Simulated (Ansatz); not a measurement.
# Cu: how the energy converges with the cutoff

Cu, I4/mmm, a = 2.886 Å, c = 2.752 Å. This isn't the element's structure at ambient conditions. Ansatz: PBEsol, PAW, cutoff varied, Γ-centred 20×20×20 mesh on 1 atom, Gaussian smearing 0.10 eV; no spin polarisation. Single points at one geometry, the cutoff alone changed; ΔE is the energy at zero smearing over the run at 850 eV (runs within 0.3 meV/atom of it are left out). The runs up to 380 eV lie under the cutoff recommended for these PAW datasets.

```tsv
cutoff (eV)	ΔE (meV/atom)
150	90495.86
200	15472.42
250	2523.30
300	298.35
350	18.05
380	5.03
420	3.22
460	?
520	0.51
```

Problem. Assume ΔE falls exponentially with the cutoff, fit y = ln ΔE against x, the cutoff in eV, to the other rows, and predict the missing value.

Solution. y = 11.413, 9.647, 7.833, 5.698, 2.893, 1.615, 1.169, -0.673. Means x = 321.2, y = 4.9494; Σ(Δx)² = 103088, ΣΔxΔy = -3644; the slope is their ratio. y = 16.30 − 0.03534 x, a factor of ten per 65 eV. At 460 eV this gives ΔE = 1.04 meV/atom. The run gave 1.81, a ratio of 0.57. Between neighbouring rows the decay runs from a factor of ten per 41 eV to one per 206 eV, so one exponential is only a rough guide.